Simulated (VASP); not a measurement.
Write the native input for VASP 6.6.1 that does the following.

```yaml
Task: band structure
Functional: LDA
Potentials_or_basis: VASP PAW LDA potentials, release 64 (B, N)
Cutoff: 520 eV
k_mesh: 12 × 12 × 4
Occupations: gaussian, width 0.03 eV
Spin: no spin polarisation
Further_INCAR_settings: ALGO = Normal; EDIFF = 1e-06; NBANDS = 16
```

The structure of BN lies in POSCAR:

```
BN                                      
1.0
    2.5065024833     -0.0000000000      0.0000000000
   -1.2532512416      2.1706948204      0.0000000000
    0.0000000000      0.0000000000      6.5737414852
  B               N             
     2     2
Direct
     0.3333333300000021    0.6666666699999979    0.2500000000000000
     0.6666666699999979    0.3333333300000021    0.7500000000000000
     0.3333333300000021    0.6666666699999979    0.7500000000000000
     0.6666666699999979    0.3333333300000021    0.2500000000000000
```

The input as run:

INCAR

```
SYSTEM = BN
  ALGO = Normal
  EDIFF = 1E-6
  ENCUT = 520
  ISIF = 2
  ISMEAR = 0
  LASPH = .TRUE.
  LCHARG = .FALSE.
  LREAL = .FALSE.
  LWAVE = .FALSE.
  NBANDS = 16
  NELM = 80
  PREC = Accurate
  SIGMA = 0.03
```

KPOINTS

```
k-points
0
G
  12 12 4
  0 0 0
```

KPOINTS_OPT

```
explicit points
141
Reciprocal
 0.0000000000  0.0000000000  0.0000000000 1
 0.0357142857  0.0000000000  0.0000000000 1
 0.0714285714  0.0000000000  0.0000000000 1
 0.1071428571  0.0000000000  0.0000000000 1
 0.1428571429  0.0000000000  0.0000000000 1
 0.1785714286  0.0000000000  0.0000000000 1
[... 133 lines left out ...]
 0.5000000000  0.0000000000  0.5000000000 1
 0.5000000000  0.0000000000  0.0000000000 1
```

Potentials or basis: VASP PAW LDA potentials, release 64 (B, N).

Launch:

```bash
$ cat potpaw_LDA.64/B/POTCAR potpaw_LDA.64/N/POTCAR > POTCAR
$ mpirun -np 1 vasp_std > vasp.out
```

Results of the run:

```
Pressure                : -4.8 GPa
Band gap on the k mesh  : 4.05 eV, indirect (least direct gap 4.46 eV)
Band gap along the path : 4.01 eV, indirect (least direct gap 4.46 eV)
```

Run time: 35 s on 1 thread of Intel(R) Xeon(R) Platinum 8488C (Sapphire Rapids) (shared host), peak memory 0.16 GiB.
